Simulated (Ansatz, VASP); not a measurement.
## One calculation of BaTiO3, two programs

INCAR

```
  PREC = Accurate
  ENCUT = 520
  EDIFF = 1E-6
  ISMEAR = 1
  SIGMA = 0.05
  LREAL = False
  LASPH = True
  NELM = 150
  ALGO = Normal
  ISIF = 2
  LWAVE = False
  LCHARG = False
  LMAXMIX = 4
  LDAU = True
  LDAUTYPE = 2
  LDAUL = -1 2 -1
  LDAUU = 0 5 0
  LDAUJ = 0 0 0
  LDAUPRINT = 1
  GGA = PE
  NBANDS = 28
```

File KPOINTS:

```
regular mesh
0
Gamma
  6 6 6
```

File POSCAR:

```
BaTiO3
1.0
    4.0060000000      0.0000000000      0.0000000000
    0.0000000000      4.0060000000      0.0000000000
    0.0000000000      0.0000000000      4.0060000000
Ba Ti O
1 1 3
Direct
    0.5000000000      0.5000000000      0.5000000000
    0.0000000000      0.0000000000      0.0000000000
    0.5000000000      0.0000000000      0.0000000000
    0.0000000000      0.5000000000      0.0000000000
    0.0000000000      0.0000000000      0.5000000000
```

Input for Ansatz:

```yaml
crystal:
  lattice:
    - [4.006, 0.0, 0.0]
    - [0.0, 4.006, 0.0]
    - [0.0, 0.0, 4.006]
  atoms:
    - { symbol: Ba, position: [0.5, 0.5, 0.5] }
    - { symbol: Ti, position: [0.0, 0.0, 0.0] }
    - { symbol: O, position: [0.5, 0.0, 0.0] }
    - { symbol: O, position: [0.0, 0.5, 0.0] }
    - { symbol: O, position: [0.0, 0.0, 0.5] }
kpoints:
  mp_grid:
    grid: [6, 6, 6]
hamiltonian:
  hubbard:
    - { species: Ti, l: d, u_eff: 5.0 }
scf:
  occupations:
    method: cold
    width: 0.05
output:
  eigenvalues: true
```

Alike in both runs: task single point; functional PBE; k mesh 6 × 6 × 6; no spin polarisation; Hubbard terms Ti d U = 5.0 eV.

```csv
,VASP,Ansatz
version,VASP 6.6.1,Ansatz 0.2.0
potentials or method,"VASP PAW PBE potentials, release 64 (Ba_sv, Ti_sv, O)","plane waves, PAW"
plane-wave cutoff (eV),520,420
occupations,"methfessel-paxton of order 1, width 0.05 eV","cold, width 0.05 eV"
valence electrons in the cell,40,40
```

VASP gave:

* gap on the k mesh at the Fermi level (eV): 2.34

Task: What did Ansatz give for the same quantities?

Result: gap on the k mesh at the Fermi level (eV): 2.39.

The programs project onto different local orbitals, so the same U acts differently.

Caveats: spin-orbit coupling is left out, which moves the levels of the heavy elements. A k mesh can miss the band edges.
